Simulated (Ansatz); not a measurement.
**From the elastic tensor of Li2S at 7 GPa (stress–strain coefficients) to moduli and sound speeds**

The calculation used DFT PBE, scalar-relativistic, plane waves, PAW in Ansatz 0.2.0. Settings: 420 eV plane-wave cutoff, Γ-centred 8×8×8 mesh, fixed occupations. No spin polarisation.

Symmetry: Fm-3m, No. 225, cubic system. The conventional cell has a = 5.458 Å, b = 5.458 Å, c = 5.458 Å, α = 90.00°, β = 90.00°, γ = 90.00°. Li (site symmetry -43m) has 4 S at 2.36 Å as nearest neighbours. S (site symmetry m-3m) has 8 Li at 2.36 Å as nearest neighbours.

Relaxed-ion constants (GPa, on the Cartesian axes of the calculation):
C11 = 113.2, C12 = 42.5, C13 = 42.5, C22 = 113.2, C23 = 42.5, C33 = 113.2, C44 = 43.3, C55 = 43.3, C66 = 43.3 GPa; the others vanish.

Density 1.877 g/cm³; 3 atoms in 40.65 Å³.

The values that follow are for a polycrystal of randomly turned grains, by Hill's mean where one number stands.

With S = C⁻¹: B_V = (C11+C22+C33+2(C12+C13+C23))/9, G_V = (C11+C22+C33−C12−C13−C23+3(C44+C55+C66))/15, 1/B_R = S11+S22+S33+2(S12+S13+S23), 15/G_R = 4(S11+S22+S33−S12−S13−S23)+3(S44+S55+S66); Hill is their mean. Then v_l = √((B+4G/3)/ρ), v_t = √(G/ρ), v_m = [(2/v_t³+1/v_l³)/3]^(−1/3) and Θ = (ħ/k_B)·v_m·(6π²n/V)^(1/3) for n atoms in the volume V; E = 9BG/(3B+G), ν = (3B−2G)/(2(3B+G)) and A^U = 5G_V/G_R + B_V/B_R − 6.

- Bulk modulus, Voigt / Reuss / Hill: 66.1 / 66.1 / 66.1 GPa
- Shear modulus, Voigt / Reuss / Hill: 40.1 / 39.7 / 39.9 GPa
- Young's modulus: 100 GPa
- Poisson ratio: 0.249
- Pugh ratio B/G: 1.66
- Universal anisotropy index: 0.05
- Longitudinal and transverse sound speeds: 7974 and 4612 m/s
- Debye temperature from the mean sound speed: 639 K